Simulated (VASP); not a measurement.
# Ga (I4/mmm) in VASP: single point with PBEsol

Aim: the single point of Ga with PBEsol.

Everything below comes from runs of VASP 6.6.1. Logs are shortened: lines on timing, memory, paths and dates and some standing lists are left out, and cuts for length are marked.

## (1) The undisturbed crystal

The structure is tetragonal, space group I4/mmm (No. 139). The conventional cell has a = 2.808 Å, b = 2.808 Å, c = 4.458 Å, α = 90.00°, β = 90.00°, γ = 90.00°. Ga (site symmetry 4/mmm) has 12 Ga at 2.81 to 2.99 Å as nearest neighbours.

This isn't the form of Ga at room conditions, which is orthorhombic.

## (2) Single point, PBEsol (functional pbesol, volume scaled by 0.96)

INCAR

```
PREC     = Accurate       # precision mode
ENCUT    = 520            # plane-wave cutoff, eV
EDIFF    = 1E-7           # SCF threshold, eV
ISMEAR   = -1             # smearing method
SIGMA    = 0.05           # smearing width, eV
LREAL    = F              # projectors in reciprocal space
LASPH    = T              # aspherical terms in the spheres
NELM     = 100            # most SCF steps
ALGO     = Fast           # electronic algorithm
ISIF     = 2              # what is computed and relaxed
LWAVE    = F              # write WAVECAR
LCHARG   = T              # write CHGCAR
GGA      = PS             # functional
LELF     = T              # ELF
LVHAR    = T            
NBANDS   = 12             # bands
ISYM     = 0
```

KPOINTS

```
Automatic mesh
0
Gamma
  14 14 16
```

POSCAR

```
Ga
1.0
   -1.3850247009      1.3850247009      2.1988746855
    1.3850247009     -1.3850247009      2.1988746855
    1.3850247009      1.3850247009     -2.1988746855
Ga
1
Direct
    0.0000000000      0.0000000000      0.0000000000
```

Potentials or basis: VASP PAW PBE potentials, release 64 (Ga_d).

Started as:

```
$ cat potpaw_PBE.64/Ga_d/POTCAR > POTCAR
$ mpirun -np 1 vasp_std > vasp.out
```

OUTCAR:

```text
PREC = Accurate
   ENCUT = 520
   EDIFF = 1E-7
   ISMEAR = -1
   LREAL = F
   LASPH = T
   NELM = 100
   ISIF = 2
   GGA = PS
   ISYM = 0

 ion  position               nearest neighbor table
   1  0.000  0.000  0.000-

IMPORTANT INFORMATION: All symmetrisations will be switched off!
NOSYMM: (Re-)initialisation of all symmetry stuff for point group C_1.

----------------------------------------------------------------------------------------

                                     Primitive cell

  volume of cell :      16.8723

  direct lattice vectors                    reciprocal lattice vectors
    -1.385024701  1.385024701  2.198874685     0.000000000  0.361004392  0.227389038
     1.385024701 -1.385024701  2.198874685     0.361004392  0.000000000  0.227389038
     1.385024701  1.385024701 -2.198874685     0.361004392  0.361004392  0.000000000

  length of vectors
     2.944764291  2.944764291  2.944764291     0.426649676  0.426649676  0.510537307

  position of ions in fractional coordinates (direct lattice)
     0.000000000  0.000000000  0.000000000

  ion indices of the primitive-cell ions
   primitive index   ion index
                 1           1

----------------------------------------------------------------------------------------

 KPOINTS: Automatic mesh

Automatic generation of k-mesh.
 Grid dimensions read from file:
 generate k-points for:   14   14   16

 Generating k-lattice:

  Cartesian coordinates                     Fractional coordinates (reciprocal lattice)
     0.000000000  0.025786028  0.016242074     0.071428571  0.000000000  0.000000000
     0.025786028  0.000000000  0.016242074     0.000000000  0.071428571  0.000000000
     0.022562774  0.022562774  0.000000000     0.000000000  0.000000000  0.062500000

  Length of vectors
     0.030474977  0.030474977  0.031908582

  Shift w.r.t. Gamma in fractional coordinates (k-lattice)
     0.000000000  0.000000000  0.000000000

 -----------------------------------------------------------------------------
|                                                                             |
|           W    W    AA    RRRRR   N    N  II  N    N   GGGG   !!!           |
|           W    W   A  A   R    R  NN   N  II  NN   N  G    G  !!!           |
|           W    W  A    A  R    R  N N  N  II  N N  N  G       !!!           |
|           W WW W  AAAAAA  RRRRR   N  N N  II  N  N N  G  GGG   !            |
|           WW  WW  A    A  R   R   N   NN  II  N   NN  G    G                |
|           W    W  A    A  R    R  N    N  II  N    N   GGGG   !!!           |
|                                                                             |
|     Your reciprocal lattice and k-lattice belong to different lattice       |
|     classes:                                                                |
|                                                                             |
|        The reciprocal lattice is body-centered tetragonal,                  |
|        whereas your k-lattice is base-centered monoclinic.                  |
|                                                                             |
|     Results are often still useful ...                                      |
|                                                                             |
 -----------------------------------------------------------------------------

 WARNING: IBZKPT: internal override: KBLOWUP is changed to .FALSE.
      ... skipping the blow-up phase ...

 Subroutine IBZKPT returns following result:
 ===========================================

 Found   1572 irreducible k-points:

 Following reciprocal coordinates:
            Coordinates               Weight
  0.000000  0.000000  0.000000      1.000000
  0.071429 -0.000000  0.000000      2.000000
  0.142857 -0.000000  0.000000      2.000000
  0.214286 -0.000000  0.000000      2.000000
  0.285714  0.000000 -0.000000      2.000000
  0.357143  0.000000  0.000000      2.000000
[... 16 lines left out ...]
 -0.000000  0.142857  0.000000      2.000000
  0.071429  0.142857  0.000000      2.000000
 [... further k-points ...]
   k-points           NKPTS =   1572   k-points in BZ     NKDIM =   1572   number of bands    NBANDS=     12
   number of dos      NEDOS =    301   number of ions     NIONS =      1
   total plane-waves  NPLWV =  13824
   dimension x,y,z NGX =    24 NGY =   24 NGZ =   24
   dimension x,y,z NGXF=    48 NGYF=   48 NGZF=   48
   ions per type =               1
   NGX,Y,Z   is equivalent  to a cutoff of  13.55, 13.55, 13.55 a.u.
   NGXF,Y,Z  is equivalent  to a cutoff of  27.10, 27.10, 27.10 a.u.
 SYSTEM =  unknown system
   PREC   = accura    normal or accurate (medium, high low for compatibility)
   ISTART =      0    job   : 0-new  1-cont  2-samecut
   ICHARG =      2    charge: 1-file 2-atom 10-const
   ISPIN  =      1    spin polarized calculation?
   LNONCOLLINEAR =      F non collinear calculations
   LSORBIT =      F    spin-orbit coupling
   LASPH  =      T    aspherical Exc in radial PAW
   ENCUT  =  520.0 eV  38.22 Ry    6.18 a.u.   5.48  5.48  5.48*2*pi/ulx,y,z
   NELM   =    100;   NELMIN=  2; NELMDL= -5     # of ELM steps
   EDIFF  = 0.1E-06   stopping-criterion for ELM
   LREAL  =      F    real-space projection
   EDIFFG = 0.1E-05   stopping-criterion for IOM
   NSW    =      0    number of steps for IOM
   IBRION =     -1    ionic relax: 0-MD 1-quasi-New 2-CG
   NFREE  =      0    steps in history (QN), initial steepest desc. (CG)
   ISIF   =      2    stress and relaxation
   ISYM   =      0    0-nonsym 1-usesym 2-fastsym
   POTIM  = 0.5000    time-step for ionic-motion
   TEBEG  =    0.0;   TEEND  =   0.0 temperature during run
   PSTRESS=    0.0 pullay stress
   NELECT =      13.0000    total number of electrons
   NUPDOWN=      -1.0000    fix difference up-down
   EMIN   =  10.00;   EMAX   =-10.00  energy-range for DOS
   EFERMI =   0.00;   METHOD = LEGACY
   ISMEAR =    -1;   SIGMA  =   0.05  broadening in eV -4-tet -1-fermi 0-gaus
   EFERMI_NEDOS =   21; number of points for ismear=-14 and -15
   IALGO  =     68    algorithm
   IMIX   =      4    mixing-type and parameters
     AMIX     =   0.40;   BMIX     =  1.00
     AMIX_MAG =   1.60;   BMIX_MAG =  1.00
  volume/ion in A,a.u.               =      16.87       113.86
  Fermi-wavevector in a.u.,A,eV,Ry     =   1.500828  2.836153 30.646894  2.252483
  Thomas-Fermi vector in A             =   2.612277
   LORBIT       =      0    0 simple, 1 ext, 2 COOP (PROOUT), +10 PAW based schemes
   GGA     = PS    functional components
   LHFCALC =     F    Hartree Fock is set to
   AEXX    =    0.0000 exact exchange contribution
   IVDW    =     0    specifies the selected vdW correction
   LEPSILON=     F    determine dielectric tensor
   LRPA    =     F    only Hartree local field effects (RPA)
 non-spin polarized calculation
 RMM-DIIS sequential band-by-band and
  energy-cutoff  :      520.00
  volume of cell :       16.87
 maximum number of plane-waves:       469
 NGX is ok and might be reduce to    24
   NGX = 11   NGY = 11   NGZ = 11

 number of electron      13.0000006 magnetization

 Free energy of the ion-electron system (eV)
  ---------------------------------------------------
  ext. energy  EPLUGINS =         0.00000000
  ---------------------------------------------------
  free energy    TOTEN  =        -3.32799866 eV

  energy without entropy =       -3.32529587  energy(sigma->0) =       -3.32664727

 E-fermi :   6.5292     XC(G=0): -11.7226

 val. band max:        6.5217530467   @ k =  -0.3571  -0.4286   0.4375
 cond. band min:       6.5511357145   @ k =   0.2143   0.0714   0.2500
 fundamental gap:      0.0293826678
 Fermi energy:         6.5292183340

 k-point     1 :       0.0000    0.0000    0.0000
  band No.  band energies     occupation
      1      -8.5650      2.00000
      2      -8.4180      2.00000
      3      -8.4174      2.00000
      4      -8.3903      2.00000
      5      -8.2370      2.00000
      6      -5.4583      2.00000
      7      19.9788      0.00000
      8      19.9795      0.00000
      9      20.0568      0.00000
     10      23.1615      0.00000
     11      23.3727      0.00000
     12      23.9895      0.00000

 k-point     2 :       0.0714   -0.0000    0.0000
  band No.  band energies     occupation
      1      -8.5568      2.00000
      2      -8.4211      2.00000
      3      -8.4107      2.00000
      4      -8.3874      2.00000
      5      -8.2413      2.00000
      6      -5.3153      2.00000
      7      18.1890      0.00000
      8      19.5256      0.00000
      9      19.7890      0.00000
     10      22.2623      0.00000
     11      23.9732      0.00000
     12      24.4241      0.00000

 k-point     3 :       0.1429   -0.0000    0.0000
  band No.  band energies     occupation
      1      -8.5400      2.00000
      2      -8.4365      2.00000
      3      -8.3931      2.00000
      4      -8.3696      2.00000
      5      -8.2513      2.00000
      6      -4.8824      2.00000
      7      15.0914      0.00000
      8      18.5265      0.00000
      9      19.4052      0.00000
     10      21.9135      0.00000
     11      23.1929      0.00000
     12      25.5108      0.00000
[... 286 lines left out ...]
 k-point    23 :      -0.0000    0.1429    0.0000
  band No.  band energies     occupation
      1      -8.5400      2.00000
      2      -8.4365      2.00000
      3      -8.3931      2.00000
      4      -8.3696      2.00000
      5      -8.2513      2.00000
      6      -4.8824      2.00000
      7      15.0914      0.00000
      8      18.5265      0.00000
      9      19.4052      0.00000
     10      21.9135      0.00000
     11      23.1929      0.00000
     12      25.5083      0.00000

 k-point    24 :       0.0714    0.1429    0.0000
  band No.  band energies     occupation
      1      -8.5376      2.00000
      2      -8.4318      2.00000
      3      -8.3951      2.00000
      4      -8.3602      2.00000
      5      -8.2501      2.00000
      6      -4.5715      2.00000
      7      14.3062      0.00000
      8      16.7870      0.00000
      9      19.0660      0.00000
     10      22.0852      0.00000
     11      22.7477      0.00000
     12      25.0717      0.00000

 [... further k-points ...]
[... 5 lines left out ...]
  --------------------------------------------------------------------------------------
  -------------------------------------------------------------------------------------
  Total        0.3651696      0.3651628      0.3027112      0.0134966      0.0112785      0.0112803
  in kB       34.6760539     34.6754060     28.7450813      1.2816160      1.0709954      1.0711603
  external PRESSURE =      32.6988471 kB  Pullay stress =       0.0000000 kB

 VOLUME and BASIS-vectors are now :
 -----------------------------------------------------------------------------
  energy-cutoff  :      520.00
  volume of cell :       16.87
      direct lattice vectors                 reciprocal lattice vectors
    -1.385024701  1.385024701  2.198874685     0.000000000  0.361004392  0.227389038
     1.385024701 -1.385024701  2.198874685     0.361004392  0.000000000  0.227389038
     1.385024701  1.385024701 -2.198874685     0.361004392  0.361004392  0.000000000

 POSITION                                       TOTAL-FORCE (eV/Angst)
 -----------------------------------------------------------------------------------
      0.00000      0.00000      0.00000         0.000006     -0.000001     -0.000001
 -----------------------------------------------------------------------------------
    total drift:                                0.000006     -0.000001     -0.000001

  FREE ENERGIE OF THE ION-ELECTRON SYSTEM (eV)
  ---------------------------------------------------
  free  energy   TOTEN  =        -3.3279986588 eV

  energy  without entropy=       -3.3252958721  energy(sigma->0) =       -3.32664727
```

It took 100 s on 1 thread of Intel Xeon 6975P-C (Granite Rapids), shared host; peak memory 0.4 GiB.

Results:

- Free energy: -3.3280 eV
- Pressure: 3.3 GPa
- Band gap on the k mesh: none (metal or under the smearing width)

Stress tensor (GPa, compression positive):
```
3.47 0.13 0.11
0.13 3.47 0.11
0.11 0.11 2.87
```

Caveat: the PAW data sets were made with another functional, which shifts forces and pressure a little.
